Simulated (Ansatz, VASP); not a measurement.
# One calculation of Ca, two programs

```
Ca
1.0
     0.00000    2.76214    2.76214
     2.76214    0.00000    2.76214
     2.76214    2.76214    0.00000
Ca
1
Direct
  0.00000 0.00000 0.00000
```

Alike in both runs: functional PBE; k mesh 11 × 11 × 11; occupations fermi-dirac, width 0.03 eV; no spin polarisation.

Ansatz relaxed the structure, and its values are those at the end. VASP's run is a single point on that final structure, the one shown.

```csv
,VASP,Ansatz
version,VASP 6.6.1,Ansatz 0.2.0
potentials or method,"VASP PAW PBE potentials, release 64 (Ca_sv)","PAW with Ansatz's default frozen-core files, scalar-relativistic"
plane-wave cutoff (eV),520,420
valence electrons in the cell,10,10
```

|  | VASP | Ansatz | Ansatz less VASP |
| --- | --- | --- | --- |
| pressure (GPa) | 0.0 | 0.0 | -0.01 |
